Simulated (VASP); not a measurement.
Wanted: the native input for a VASP 6.6.1 run.

| Property | Result |
| --- | --- |
| Task | relaxation of cell and atoms |
| Functional | PBE |
| Dispersion | D3(BJ) |
| Potentials or basis | VASP PAW PBE potentials, release 64 (Cu, O) |
| Cutoff | 600 eV |
| k mesh | 6 × 6 × 6 |
| Occupations | gaussian, width 0.03 eV |
| Spin | no spin polarisation |
| Further INCAR settings | ALGO = Normal; EDIFF = 1e-07; IBRION = 2; EDIFFG = -0.005; NSW = 90; ISIF = 3 |

The structure of Cu2O (Cuprite) lies in POSCAR:

```
Cu2O                                    
1.0
    4.2606481443      0.0000000000      0.0000000000
   -0.0000000000      4.2606481443      0.0000000000
    0.0000000000     -0.0000000000      4.2606481443
  Cu              O             
     4     2
Direct
     0.2500000000000000    0.2500000000000000    0.2500000000000000
     0.2500000000000000    0.7500000000000000    0.7500000000000000
     0.7500000000000000    0.7500000000000000    0.2500000000000000
     0.7500000000000000    0.2500000000000000    0.7500000000000000
     0.0000000000000000    0.0000000000000000    0.0000000000000000
     0.5000000000000000    0.5000000000000000    0.5000000000000000
```

These files were run (other wordings do the same):

INCAR

```
SYSTEM = Cu2O
PREC = Accurate
ENCUT = 600
EDIFF = 1E-7
ISMEAR = 0
SIGMA = 0.03
LREAL = .FALSE.
LASPH = .TRUE.
NELM = 80
ALGO = Normal
ISIF = 3
LWAVE = .FALSE.
LCHARG = .FALSE.
GGA = PE
IVDW = 12
IBRION = 2
NSW = 90
EDIFFG = -0.005
KPAR = 2
```

KPOINTS

```
regular mesh
0
G
  6 6 6
  0 0 0
```

Potentials or basis: VASP PAW PBE potentials, release 64 (Cu, O).

Launch:

```sh
$ cat potpaw_PBE.64/Cu/POTCAR potpaw_PBE.64/O/POTCAR > POTCAR
$ mpirun -np 2 vasp_std > vasp.out
```

It gave:

```json
{
  "Pressure after relaxing": "0.0 GPa",
  "Band gap on the k mesh": "0.54 eV, direct",
  "Dispersion energy per atom": "-0.308 eV"
}
```

Caveat: the relaxation stopped at its first step, so nothing moved.

Run time: 24 s on 2 MPI ranks on Intel(R) Xeon(R) Platinum 8488C (Sapphire Rapids) (shared host), peak memory 0.22 GiB a rank.
